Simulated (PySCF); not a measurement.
# Telling isomers of C$_{6}$H$_{6}$O apart by NMR

- shieldings: GIAO PBE0/pcSseg-1
- GFN2-xTB geometry
- program: PySCF 2.14
- no solvent model, non-relativistic, rapidly exchanging positions averaged, one computed conformer

Chemical shifts δ = σref − σ; 1H (σref 31.72), 13C (σref 186.93) vs TMS, all at this level. Where no couplings were computed, multiplicities follow the n + 1 count of equivalent neighbours, and m marks all less simple cases (inequivalent or close neighbours, rings, F or P nearby). Shifts are as computed. Against solution values, carbons near 30 ppm lie about +3 ppm off and those near 130 ppm about +5 ppm. Of 1211 compounds with measured shifts, 218 miss one by over three times the rms of a fit or turn the order of signals round; such compounds aren't used in these exercises. OH and NH positions are gas-phase values without hydrogen bonding to other molecules.

(1) Tabulate the signals of `C=Cc1ccco1`, `Oc1ccccc1`, `C#CC(=C)C(C)=O` and their relative energies.

(2) What is the quickest way to tell C=Cc1ccco1 from C#CC(=C)C(C)=O?

(3) What is the quickest way to tell Oc1ccccc1 from C#CC(=C)C(C)=O?

(4) What is the quickest way to tell C=Cc1ccco1 from Oc1ccccc1?

Results:

(1) 
| SMILES | carbon types | δC | δH | E rel. (kcal/mol) |
| --- | --- | --- | --- | --- |
| C=Cc1ccco1 | 1×C 4×CH 1×CH2 | 159.8, 147.0, 132.8, 118.4, 117.8, 117.5 | 7.48 (m, 1H), 6.71 (m, 1H), 6.64 (m, 1H), 6.50 (m, 1H), 6.12 (m, 1H), 5.40 (m, 1H) | 27.3 |
| Oc1ccccc1 | 1×C 5×CH | 163.8, 135.3, 124.8, 118.7 | 7.53 (m, 2H), 7.11 (t, 1H), 6.95 (d, 2H), 4.22 (br s, 1H) | 0.0 |
| C#CC(=C)C(C)=O | 3×C 1×CH 1×CH2 1×CH3 | 197.8, 146.8, 133.2, 92.3, 86.9, 32.8 | 7.26 (br s, 1H), 6.47 (br s, 1H), 2.95 (s, 1H), 2.55 (s, 3H) | 61.1 |

Energies are electronic energies at PBE0/pcSseg-1 on these geometries, without zero-point or thermal terms, each for the one conformer computed, which needn't be the lowest.

(2) Both give the same number of carbon signals, but DEPT or the intensities differ. The first has an aromatic CH next to the ring oxygen at 147.0 ppm, the second an alkyne carbon (C) at 86.9 ppm. Their most deshielded carbons lie at 159.8 and 197.8 ppm.

(3) Count the carbon signals: 4 against 6. The first has an aromatic CH at 135.3 ppm, the second a β carbon of a C=C–C=O unit (CH2) at 146.8 ppm. Their most deshielded carbons lie at 163.8 and 197.8 ppm.

(4) Count the carbon signals: 6 against 4. The first has a terminal =CH2 carbon at 117.8 ppm, the second an aromatic CH at 124.8 ppm. Their most deshielded carbons lie at 159.8 and 163.8 ppm.
